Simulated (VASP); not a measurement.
A run of VASP 6.6.1 is set up as follows.

Contents of INCAR:

```
  PREC = Accurate
  ENCUT = 520
  EDIFF = 1E-6
  ISMEAR = 0
  SIGMA = 0.1
  LREAL = F
  LASPH = T
  NELM = 100
  ALGO = Fast
  ISIF = 2
  LWAVE = F
  LCHARG = T
  GGA = PE
  LELF = T
  LVHAR = T
  NBANDS = 29
```

File KPOINTS:

```
regular mesh
0
Gamma
  10 10 10
```

POSCAR

```
TiPt3
1.0
    3.9481842883      0.0000000000      0.0000000000
    0.0000000000      3.9481842883      0.0000000000
    0.0000000000      0.0000000000      3.9481842883
Ti Pt
1 3
Direct
    0.0000000000      0.0000000000      0.0000000000
    0.0000000000      0.5000000000      0.5000000000
    0.5000000000      0.0000000000      0.5000000000
    0.5000000000      0.5000000000      0.0000000000
```

Potentials or basis: VASP PAW PBE potentials, release 64 (Ti_sv, Pt).

Run with:

```bash
$ cat potpaw_PBE.64/Ti_sv/POTCAR potpaw_PBE.64/Pt/POTCAR > POTCAR
$ mpirun -np 1 vasp_std > vasp.out
```

**Question.** Estimate the pressure.

**Answer.** -0.3 GPa.

**Question.** What does it give for the band gap on the k mesh?

**Answer.** None (metal or under the smearing width).

Spin-orbit coupling is left out, which matters for the levels of Pt.
